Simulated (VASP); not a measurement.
A run of VASP 6.6.1:

File INCAR:

```
SYSTEM = Sc
PREC = Accurate ; ENCUT = 520
EDIFF = 1E-6 ; ISMEAR = 1
SIGMA = 0.1 ; LREAL = .FALSE.
LASPH = .TRUE. ; NELM = 120
ALGO = Fast ; ISIF = 3
LWAVE = .FALSE. ; LCHARG = .FALSE.
GGA = PE ; IBRION = 2
NSW = 90 ; EDIFFG = -0.01
LATTICE_CONSTRAINTS = .FALSE. .FALSE. .TRUE. ; KPAR = 2
```

KPOINTS

```
regular mesh
0
G
  16 16 8
  0 0 0
```

Contents of POSCAR:

```
Sc
1.0
    3.3185146300      0.0000000000      0.0000000000
   -1.6592573100      2.8739180000      0.0000000000
    0.0000000000      0.0000000000     10.3310333100
Sc
4
Direct
    0.0000000000      0.0000000000      0.0000000000
    0.3333330000      0.6666670000      0.2500000000
    0.0000000000      0.0000000000      0.5000000000
    0.3333330000      0.6666670000      0.7500000000
```

Potentials or basis: VASP PAW PBE potentials, release 64 (Sc_sv).

The run is started by

```sh
$ cat potpaw_PBE.64/Sc_sv/POTCAR > POTCAR
$ mpirun -np 2 vasp_std > vasp.out
```

Hardware: 2 MPI ranks on Intel(R) Xeon(R) 6975P-C (Granite Rapids), on a shared host.

Problem. How long does it take, and how much memory?

Solution. Wall time 3.5 min on 2 MPI ranks on Intel(R) Xeon(R) 6975P-C (Granite Rapids), with other jobs on the host, peak memory 0.44 GiB a rank. Counts: scf iterations 32, k points 150, ion steps 2.
